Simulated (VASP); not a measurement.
Set up this calculation in VASP 6.6.1, as the native input.

- Task: relaxation of cell and atoms
- Functional: RPBE
- Dispersion: D3(BJ)
- Potentials or basis: VASP PAW PBE potentials, release 64 (Pb_d, Te)
- Cutoff: 600 eV
- k mesh: 7 × 7 × 7
- Occupations: fermi-dirac, width 0.05 eV
- Spin: no spin polarisation
- Further INCAR settings: ALGO = Normal; EDIFF = 1e-07; IBRION = 2; EDIFFG = -0.01; NSW = 60; ISIF = 3

The structure of TePb lies in POSCAR:

```
TePb
1.0
    0.0000000000      3.2310000000      3.2310000000
    3.2310000000      0.0000000000      3.2310000000
    3.2310000000      3.2310000000      0.0000000000
Pb Te
1 1
Direct
    0.0000000000      0.0000000000      0.0000000000
    0.5000000000      0.5000000000      0.5000000000
```

One way to write it, as run:

INCAR

```
PREC = Accurate ; ENCUT = 600
EDIFF = 1E-7 ; ISMEAR = -1
SIGMA = 0.05 ; LREAL = F
LASPH = T ; NELM = 60
ALGO = Normal ; ISIF = 3
LWAVE = F ; LCHARG = F
GGA = RP ; IVDW = 12
IBRION = 2 ; NSW = 60
EDIFFG = -0.01
```

KPOINTS

```
Automatic mesh
0
Gamma
  7 7 7
```

Potentials or basis: VASP PAW PBE potentials, release 64 (Pb_d, Te).

Run with:

```console
$ cat potpaw_PBE.64/Pb_d/POTCAR potpaw_PBE.64/Te/POTCAR > POTCAR
$ mpirun -np 1 vasp_std > vasp.out
```

Results of the run:

* Relaxed volume: 26.96 Å³/atom
* Relaxed cell: a = 4.241 Å, b = 4.241 Å, c = 4.241 Å, α = 60.00°, β = 60.00°, γ = 60.00°
* Space group after relaxing (to 0.05 Å): Fm-3m (No. 225)
* Energy gained by relaxing: 272.8 meV/atom
* Ionic steps: 6
* Pressure after relaxing: 0.0 GPa
* Dispersion energy per atom: -2.643 eV

Caveat: the volume moved by over 15 % at a fixed basis, so the end points are rough; the PAW data sets were made with another functional, which shifts forces and pressure a little; the volume moved by -20 % from the deposited cell, more than functionals usually miss.

Run time: 75 s on 1 thread of Intel(R) Xeon(R) 6975P-C (Granite Rapids), on a shared host, peak memory 0.26 GiB.
